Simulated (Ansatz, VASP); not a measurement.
## Ru in VASP and in Ansatz

Contents of INCAR:

```
SYSTEM = Ru
PREC     = Accurate       ! precision mode
ENCUT    = 520            ! plane-wave cutoff, eV
EDIFF    = 1E-6           ! SCF threshold, eV
ISMEAR   = 0              ! smearing method
SIGMA    = 0.1            ! smearing width, eV
LREAL    = .False.        ! projectors in reciprocal space
LASPH    = .True.         ! aspherical terms in the spheres
NELM     = 100            ! most SCF steps
ALGO     = Normal         ! electronic algorithm
ISIF     = 2              ! what is computed and relaxed
LWAVE    = .False.        ! write WAVECAR
LCHARG   = .False.        ! write CHGCAR
GGA      = PE             ! functional
NBANDS   = 13             ! bands
```

File KPOINTS:

```
Automatic mesh
0
Gamma
  8 8 8
  0 0 0
```

Contents of POSCAR:

```
Ru
1.0
   -1.5504255947      1.5504255947      1.5504255947
    1.5504255947     -1.5504255947      1.5504255947
    1.5504255947      1.5504255947     -1.5504255947
Ru
1
Direct
    0.0000000000      0.0000000000      0.0000000000
```

Input for Ansatz:

```yaml
crystal:
  lattice:
    - [-1.5504255947, 1.5504255947, 1.5504255947]
    - [1.5504255947, -1.5504255947, 1.5504255947]
    - [1.5504255947, 1.5504255947, -1.5504255947]
  atoms:
    - { symbol: Ru, position: [0.0, 0.0, 0.0] }
basis:
  ecutwfc: 420
kpoints:
  mp_grid: { grid: [8, 8, 8] }
hamiltonian:
  xc: pbe
scf:
  occupations: { method: gaussian, width: 0.1 }
  lower_state_search: "off"
output:
  forces: true
  stress: true
  eigenvalues: true
```

Alike in both runs: task single point; functional PBE; k mesh 8 × 8 × 8; occupations gaussian, width 0.1 eV; no spin polarisation.

|  | VASP | Ansatz |
| --- | --- | --- |
| version | VASP 6.6.1 | Ansatz 0.2.0 |
| potentials or method | VASP PAW PBE potentials, release 64 (Ru_pv) | scalar-relativistic, plane waves, PAW |
| plane-wave cutoff (eV) | 520 | 420 |
| valence electrons in the cell | 14 | 16 |

VASP gave:

| Item | Value |
| --- | --- |
| gap on the k mesh at the Fermi level (eV) | none |
| pressure (GPa) | -12.1 |

Question: Estimate Ansatz's values.

Answer: gap on the k mesh at the Fermi level (eV): none; pressure (GPa): -11.9.

A gap of «none» marks a metal or a gap that the smearing closes. The two sets of potentials don't hold the same shells in valence.
